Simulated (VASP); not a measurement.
# CdS in VASP: notebook, part 2 of 2

VASP 6.6.1.

## 3. Relaxation of the atoms, PBEsol

File INCAR:

```
  ALGO = Normal
  DIPOL = 0.5 0.5 0.500
  EDIFF = 1E-6
  EDIFFG = -0.02
  ENCUT = 520
  GGA = PS
  IBRION = 2
  IDIPOL = 3
  ISIF = 2
  ISMEAR = 0
  KPAR = 2
  LASPH = True
  LCHARG = False
  LDIPOL = True
  LREAL = False
  LWAVE = False
  NELM = 80
  NSW = 80
  PREC = Accurate
  SIGMA = 0.03
```

File KPOINTS:

```
k-points
0
Gamma
  7 4 1
```

File POSCAR:

```
CdS
1.0
    4.1314641900      0.0000000000      0.0000000000
    0.0000000000      6.7246190000      0.0000000000
    0.0000000000      0.0000000000     19.7706061600
Cd S
4 4
Direct
    0.9999994400      0.0006810000      0.3793510400
    0.5000004200      0.5006810000      0.4396756100
    0.4999993900      0.0006810000      0.5603243900
    0.0000003800      0.5006810000      0.6206489600
    0.9999994400      0.6243190000      0.3793510400
    0.5000004200      0.1243190000      0.4396756100
    0.4999993900      0.6243190000      0.5603243900
    0.0000003800      0.1243190000      0.6206489600
```

Potentials or basis: VASP PAW PBE potentials, release 64 (Cd, S).

Command:

```bash
$ cat potpaw_PBE.64/Cd/POTCAR potpaw_PBE.64/S/POTCAR > POTCAR
$ mpirun -np 2 vasp_std > vasp.out
```

It took 26 min on 2 MPI ranks of Intel Xeon 6975P-C (Granite Rapids), shared host; peak memory 0.71 GiB.

It converged, with:

| Item | Value |
| --- | --- |
| Free energy | -25.9718 eV |
| Energy gained by relaxing | 112.6 meV/atom |
| Ionic steps | 25 |
| Largest force after relaxing | 0.016 eV/Å |
| Band gap on the k mesh | 1.60 eV, direct |

Forces on the atoms (eV/Å):
```
Cd   0.000  0.005 -0.015
Cd   0.000 -0.004 -0.002
Cd   0.000 -0.004  0.002
Cd   0.000  0.005  0.015
S    0.000  0.003 -0.007
S    0.000 -0.005 -0.001
S    0.000 -0.005  0.001
S    0.000  0.003  0.007
```

Step by step:
| step | energy change (eV) | largest force (eV/Å) | pressure (GPa) |
| --- | --- | --- | --- |
| 1 | 0.0000 | 1.2498 | -0.61 |
| 2 | -0.2241 | 1.0053 | -0.47 |
| 3 | -0.4616 | 0.6789 | 0.01 |
| 4 | -0.5791 | 0.4290 | -0.03 |
| 5 | -0.6507 | 0.6081 | -0.11 |
| 6 | -0.7382 | 0.4106 | -0.15 |
| 7 | -0.8157 | 0.3518 | -0.22 |
| 8 | -0.8371 | 0.1248 | -0.10 |
| 9 | -0.8403 | 0.1645 | -0.04 |
| 10 | -0.8481 | 0.1431 | -0.01 |
| 11 | -0.8578 | 0.2462 | 0.08 |
| 12 | -0.8619 | 0.2156 | 0.10 |
| 13 | -0.8708 | 0.1302 | 0.16 |
| 14 | -0.8735 | 0.2201 | 0.27 |
| 15 | -0.8748 | 0.1698 | 0.23 |
| 16 | -0.8777 | 0.1500 | 0.21 |
| 17 | -0.8843 | 0.1091 | 0.15 |
| 18 | -0.8890 | 0.2307 | 0.03 |
| 19 | -0.8917 | 0.2082 | 0.01 |
| 20 | -0.8976 | 0.1367 | -0.04 |
| 21 | -0.8983 | 0.0624 | -0.15 |
| 22 | -0.8998 | 0.0688 | -0.10 |
| 23 | -0.9006 | 0.0411 | -0.10 |
| 24 | -0.9010 | 0.0285 | -0.10 |
| 25 | -0.9011 | 0.0159 | -0.09 |

Final structure:
```
Cd S
1.0
     4.13146    0.00000    0.00000
     0.00000    6.72462    0.00000
     0.00000    0.00000   19.77061
Cd S
4 4
Cartesian
  4.1315 6.4572 8.1694
  2.0657 3.5002 8.4430
  2.0657 0.1379 11.3276
  0.0000 3.0949 11.6012
  4.1315 4.2234 7.2521
  2.0657 0.9496 8.8376
  2.0657 4.3119 10.9330
  0.0000 0.8611 12.5185
```

Levels at points of the mesh, in eV from the valence-band top:
```csv
k point,band 32,band 33,band 34,band 35,band 36,band 37,band 38,band 39,band 40,band 41
"(0.00, 0.00, 0.00)",-0.89,-0.65,-0.38,-0.37,0.00,1.60,2.75,3.49,3.60,4.83
"(0.00, 0.50, 0.00)",-1.20,-0.52,-0.52,-0.49,-0.49,2.75,2.75,3.29,3.29,4.53
```

Caveat: the PAW data sets were made with another functional, which shifts forces and pressure a little. Expect the measured gap to be larger: semilocal functionals such as PBEsol lack the derivative discontinuity.

## 4. Single point, PBEsol

File INCAR:

```
SYSTEM = CdS
  PREC = Accurate
  ENCUT = 520
  EDIFF = 1E-7
  ISMEAR = 0
  SIGMA = 0.03
  LREAL = .FALSE.
  LASPH = .TRUE.
  NELM = 80
  ALGO = Normal
  ISIF = 2
  LWAVE = .FALSE.
  LCHARG = .FALSE.
  LDIPOL = .TRUE.
  IDIPOL = 3
  DIPOL = 0.5 0.5 0.500
  GGA = PS
  NBANDS = 46
  LVHAR = .TRUE.
  LVACPOTAV = .TRUE.
  ICORELEVEL = 1
  KPAR = 2
```

File KPOINTS:

```
Automatic mesh
0
G
  7 4 1
  0 0 0
```

File POSCAR:

```
CdS                                     
1.0
    4.1314641900      0.0000000000      0.0000000000
    0.0000000000      6.7246190000      0.0000000000
    0.0000000000      0.0000000000     19.7706061600
  Cd              S             
     4     4
Direct
     0.9999994400000034    0.9602326645031354    0.4132103364710552
     0.5000004199999992    0.5205014876805144    0.4270475207498350
     0.4999993899999993    0.0205014876805146    0.5729524792501648
     0.0000003800000030    0.4602326645031355    0.5867896635289447
     0.9999994400000034    0.6280493854855735    0.3668116054807582
     0.5000004199999992    0.1412164623307766    0.4470091381148009
     0.4999993899999993    0.6412164623307767    0.5529908618851992
     0.0000003800000030    0.1280493854855734    0.6331883945192422
```

Potentials or basis: VASP PAW PBE potentials, release 64 (Cd, S).

Command:

```bash
$ cat potpaw_PBE.64/Cd/POTCAR potpaw_PBE.64/S/POTCAR > POTCAR
$ mpirun -np 2 vasp_std > vasp.out
```

OUTCAR:

```text
SYSTEM = CdS
   PREC = Accurate
   ENCUT = 520
   EDIFF = 1E-7
   ISMEAR = 0
   LREAL = .FALSE.
   LASPH = .TRUE.
   NELM = 80
   ISIF = 2
   GGA = PS

 ion  position               nearest neighbor table
   1  1.000  0.960  0.413-   5 2.41   6 2.49   6 2.49   2 3.62   2 3.62
   2  0.500  0.521  0.427-   5 2.49   5 2.49   6 2.58   7 2.62   1 3.62   1 3.62
   3  0.500  0.021  0.573-   8 2.49   8 2.49   7 2.58   6 2.62   4 3.62   4 3.62
   4  0.000  0.460  0.587-   8 2.41   7 2.49   7 2.49   3 3.62   3 3.62
[... 810 lines left out ...]
  Total       -0.8473245     -0.1838944      0.0558697      0.0000000      0.0000000      0.0000000
  in kB       -2.4715460     -0.5363984      0.1629653      0.0000000      0.0000000      0.0000000
  external PRESSURE =      -0.9483264 kB  Pullay stress =       0.0000000 kB

 VOLUME and BASIS-vectors are now :
 -----------------------------------------------------------------------------
  energy-cutoff  :      520.00
  volume of cell :      549.28
      direct lattice vectors                 reciprocal lattice vectors
     4.131464190  0.000000000  0.000000000     0.242044940  0.000000000  0.000000000
     0.000000000  6.724619000  0.000000000     0.000000000  0.148707310  0.000000000
     0.000000000  0.000000000 19.770606160     0.000000000  0.000000000  0.050580139

 POSITION                                       TOTAL-FORCE (eV/Angst)
 -----------------------------------------------------------------------------------
      4.13146      6.45720      8.16942         0.000000      0.005369     -0.014569
      2.06573      3.50017      8.44299         0.000000     -0.004026     -0.001251
      2.06573      0.13786     11.32762         0.000000     -0.004026      0.001251
      0.00000      3.09489     11.60119         0.000000      0.005369      0.014569
      4.13146      4.22339      7.25209         0.000000      0.003324     -0.007292
      2.06573      0.94963      8.83764         0.000000     -0.004667     -0.000620
      2.06573      4.31194     10.93296         0.000000     -0.004667      0.000620
      0.00000      0.86108     12.51852         0.000000      0.003324      0.007292
 -----------------------------------------------------------------------------------
    total drift:                                0.000969      0.000807      0.001820

  FREE ENERGIE OF THE ION-ELECTRON SYSTEM (eV)
  ---------------------------------------------------
  free  energy   TOTEN  =       -25.9717991511 eV

  energy  without entropy=      -25.9717991511  energy(sigma->0) =      -25.97179915

 vacuum level on the upper side and lower side of the slab         2.624         2.624
```

OSZICAR:

```text
N       E                     dE             d eps       ncg     rms          rms(c)
DAV:   1     0.539503474242E+03    0.53950E+03   -0.28766E+04  1104   0.124E+03
DAV:   2     0.271285740684E+02   -0.51237E+03   -0.49530E+03  1310   0.301E+02
DAV:   3    -0.265993372836E+02   -0.53728E+02   -0.53281E+02  1264   0.907E+01
DAV:   4    -0.283710381052E+02   -0.17717E+01   -0.17663E+01  1322   0.162E+01
[... 14 lines left out ...]
DAV:  19    -0.259717965198E+02   -0.49616E-05   -0.24688E-07   882   0.847E-04    0.199E-04
DAV:  20    -0.259717986425E+02   -0.21228E-05   -0.13579E-07   856   0.703E-04    0.248E-04
DAV:  21    -0.259717989252E+02   -0.28270E-06   -0.10128E-08   892   0.212E-04    0.153E-04
DAV:  22    -0.259717991477E+02   -0.22244E-06   -0.15853E-08   750   0.275E-04    0.668E-05
DAV:  23    -0.259717991511E+02   -0.34288E-08   -0.54656E-10   852   0.640E-05
   1 F= -.25971799E+02 E0= -.25971799E+02  d E =-.462529E-20
```

Wall time 2.1 min (2 MPI ranks of Intel Xeon 6975P-C (Granite Rapids), shared host); peak memory 0.62 GiB.

What came out:

| Quantity | Value |
| --- | --- |
| Free energy | -25.9718 eV |
| Largest force | 0.016 eV/Å |
| Band gap on the k mesh | 1.60 eV, direct |
| Ionisation potential of the upper face | 5.95 eV |

Forces on the atoms (eV/Å):
```
Cd   0.000  0.005 -0.015
Cd   0.000 -0.004 -0.001
Cd   0.000 -0.004  0.001
Cd   0.000  0.005  0.015
S    0.000  0.003 -0.007
S    0.000 -0.005 -0.001
S    0.000 -0.005  0.001
S    0.000  0.003  0.007
```

Core levels (eV, on the scale of the bands):
| atom | levels |
| --- | --- |
| 1 Cd | 1s -26518.9, 2s -3936.1, 2p -3531.3, 3s -732.9, 3p -600.2, 3d -392.7, 4s -105.0, 4p -66.1 |
| 2 Cd | 1s -26518.5, 2s -3935.6, 2p -3530.9, 3s -732.5, 3p -599.8, 3d -392.2, 4s -104.6, 4p -65.7 |
| 3 Cd | 1s -26518.5, 2s -3935.6, 2p -3530.9, 3s -732.5, 3p -599.8, 3d -392.2, 4s -104.6, 4p -65.7 |
| 4 Cd | 1s -26518.9, 2s -3936.1, 2p -3531.3, 3s -732.9, 3p -600.2, 3d -392.7, 4s -105.0, 4p -66.1 |
| 5 S | 1s -2401.6, 2s -207.6, 2p -152.4 |
| 6 S | 1s -2402.1, 2s -208.1, 2p -152.9 |

Caveat: the PAW data sets were made with another functional, which shifts forces and pressure a little.
